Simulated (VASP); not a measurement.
# Fe: single point with PBE

The system is Fe.

```
Fe
1.0
     0.00000    2.00230    2.00229
     1.41586    0.00000    2.00229
     1.41586    2.00230    0.00000
Fe
1
Direct
  0.00000 0.00000 0.00000
```

```yaml
Program: VASP 6.6.1
Task: single point
Functional: PBE
Potentials_or_basis: VASP PAW PBE potentials, release 64 (Fe)
Cutoff: 520 eV
k_mesh: 20 × 20 × 20
Occupations: gaussian, width 0.1 eV
Spin: collinear spin, typed start
Starting_moments: "[2.52] μB"
```

```yaml
Pressure: -0.1 GPa
Band_gap_on_the_k_mesh: none (metal or under the smearing width)
Net_moment: 2.20 μB per cell
Site_moments: Fe +2.19 μB
Valence_electrons_inside_the_program's_atomic_spheres: Fe 7.27
```

Levels at points of the mesh, in eV from the Fermi level:
Spin up:
```tsv
k point	band 3	band 4	band 5	band 6	band 7	band 8
(0.00, 0.00, 0.00)	-2.31	-2.31	-1.09	-1.09	25.03	25.03
(0.50, 0.00, 0.00)	-1.03	-0.90	0.39	0.52	7.36	18.38
(0.50, 0.50, 0.00)	-1.03	-0.90	0.39	0.52	7.36	18.38
(0.50, 0.00, 0.50)	-1.03	-0.90	0.39	0.52	7.36	18.38
(0.00, 0.50, 0.50)	0.11	0.12	0.12	9.94	9.94	9.94
```
Spin down:
```csv
k point,band 1,band 2,band 3,band 4,band 5,band 6
"(0.00, 0.00, 0.00)",-8.27,-0.39,-0.39,-0.39,1.66,1.66
"(0.50, 0.00, 0.00)",-3.64,-1.67,0.63,1.52,1.92,2.61
"(0.50, 0.50, 0.00)",-3.64,-1.67,0.63,1.52,1.92,2.61
"(0.50, 0.00, 0.50)",-3.64,-1.67,0.63,1.52,1.92,2.61
"(0.00, 0.50, 0.50)",-3.03,-3.03,2.30,2.30,2.30,10.22
```

It took 2.6 min on 1 thread of Intel(R) Xeon(R) Platinum 8375C CPU @ 2.90GHz (Ice Lake) (shared host), peak memory 0.37 GiB.
